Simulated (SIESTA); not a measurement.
# ZnAu under changes of volume

One of the cells (15.583 Å³/atom); the others are scaled copies at fixed shape and fractional positions:

```
Au Zn
1.0
     3.14700    0.00000    0.00000
     0.00000    3.14700    0.00000
     0.00000    0.00000    3.14700
Au Zn
1 1
Direct
  0.00000 0.00000 0.00000
  0.50000 0.50000 0.50000
```

```yaml
Program: SIESTA 5.4.2
Functional: LDA
Potentials_or_basis: PseudoDojo 0.4 standard (LDA files)
Basis: DZP (energy shift 0.003 Ry; two zetas on semicore shells)
Grid_cutoff: 800 Ry
Energy_shift: 0.003 Ry
k_mesh: 8 × 8 × 8
Occupations: fermi-dirac, width 0.05 eV
Spin: no spin polarisation
```

```tsv
volume (Å³/atom)	energy over the lowest point (meV/atom)	pressure (GPa)
14.648	0.00	1.6
14.960	0.40	-2.1
15.272	7.45	-5.2
15.583	20.18	-7.9
15.895	37.97	-10.5
16.207	?	?
16.518	86.61	-14.5
```

Question: What does the run at 16.207 Å³/atom give?

Answer: Energy over the lowest point 60.28 meV/atom; pressure -12.5 GPa.

Worked out: A Birch-Murnaghan fit of order 3 (a polynomial in V^(-2/3)) to the other rows has its minimum at 14.78 Å³/atom with B0 = V·E''(V) = 171 GPa and B' = 4.9. It gives 60.36 meV/atom at 16.207 Å³/atom, against the run's 60.28, and -dE/dV = -12.5 GPa, against -12.5.

Energies are extrapolated to zero smearing.

Caveats: short orbitals over semicore shells can move pressures by several GPa; the basis of atomic orbitals isn't converged, which shifts pressures, moduli and gaps.
